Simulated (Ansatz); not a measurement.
`O=C(Cl)c1ccccc1` + H₂ → `O=Cc1ccccc1` + HCl  (hydrogenolysis of a C–Cl bond)

Gas-phase electronic energies from Ansatz, PBE0-D4/def2-TZVP geometries. CBS: MP2 limit from def2 TZ/QZ plus the TZ coupled-cluster correction, frozen cores. This one scheme is used for every species. Functionals use def2-TZVPP. One conformer a species, not always the lowest.

```json
{"species": "`O=C(Cl)c1ccccc1`", "BHLYP energy (Eh)": "-805.12632"}
{"species": "H₂", "BHLYP energy (Eh)": "-1.17003"}
{"species": "`O=Cc1ccccc1`", "BHLYP energy (Eh)": "-345.49938"}
{"species": "HCl", "BHLYP energy (Eh)": "-460.81707"}
```

Q: Work out ΔE.

A: ΔE = (-345.49938) + (-460.81707) − (-805.12632) − (-1.17003) = -0.02010 Eh = -52.8 kJ/mol. CCSD(T)/CBS gives -37.9 kJ/mol.

Largest T1 diagnostic among the species: 0.013.

From BLYP to BHLYP (50 % exact exchange), in def2-TZVPP and without D4, ΔE moves by −20.2 kJ/mol. In def2-TZVPP, CCSD(T) changes the Hartree–Fock value by +31.6 kJ/mol (the triples alone add +10.2 kJ/mol) and MP2 by +41.6 kJ/mol.
